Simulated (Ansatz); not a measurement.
## Structure search: one Ge candidate

Level of theory: DFT PBE, scalar-relativistic, plane waves, PAW in Ansatz 0.2.0. Cutoff 420 eV, Gaussian smearing, Γ-centred meshes. Cell and atoms relax first on a coarse mesh and then on a finer one. In between, the cell is made exact in the group found at 0.06 Å. In metals the finer mesh still leaves noise of several meV/atom or more. The steps can't lower the symmetry of their start. No spin polarisation.

A trial structure of Ge was built thus: random cell by space group and Wyckoff sites (P-31m, No. 162). The dimensions are guesses.

```
Ge
1.0
     4.64948    0.00000    0.00000
    -2.32474    4.02657    0.00000
     0.00000    0.00000    6.94491
Ge
6
Direct
  0.68094 0.00000 0.10684
  0.00000 0.68094 0.10684
  0.31906 0.31906 0.10684
  0.00000 0.31906 0.89316
  0.31906 0.00000 0.89316
  0.68094 0.68094 0.89316
```

Energies count from the standard state of Ge at the same level.

Question: What does it relax into?

Answer: The symmetry goes from P-31m (No. 162) to P6_3/mmc (No. 194), and the primitive cell from 6 to 2 atoms. The end has the hcp type. The volume per atom shrinks by 10.7 %, from 21.7 to 19.4 Å³. The shortest distance goes from 2.10 Å (Ge–Ge) to 2.99 Å (Ge–Ge). The energy falls by about 2.4 eV/atom (the start's value is from the coarse mesh). The end is written in a standard setting, so origin, axes and order of atoms can differ from the start's. Conventional cell: a = 2.988 Å, c = 5.004 Å. Around Ge lie 12 Ge at 2.99–3.04 Å.

```
Ge
1.0
     2.98832    0.00000    0.00000
    -1.49416    2.58796    0.00000
     0.00000    0.00000    5.00446
Ge
2
Cartesian
  0.0000 1.7253 3.7533
  1.4942 0.8627 1.2511
```

Question: Give its energy and gap.

Answer: The energy over the standard state is +0.33 eV/atom and the gap on the 24×24×12 mesh of the 2-atom cell is 0 eV (a metal).

It lies above the standard state, so it could only be metastable.

The last run used Gaussian smearing of 0.10 eV. A structure relaxed within its symmetry needn't be a true minimum. In all, the 3 runs took 5.2 min on 1 thread of Arm Neoverse V2 (shared host).
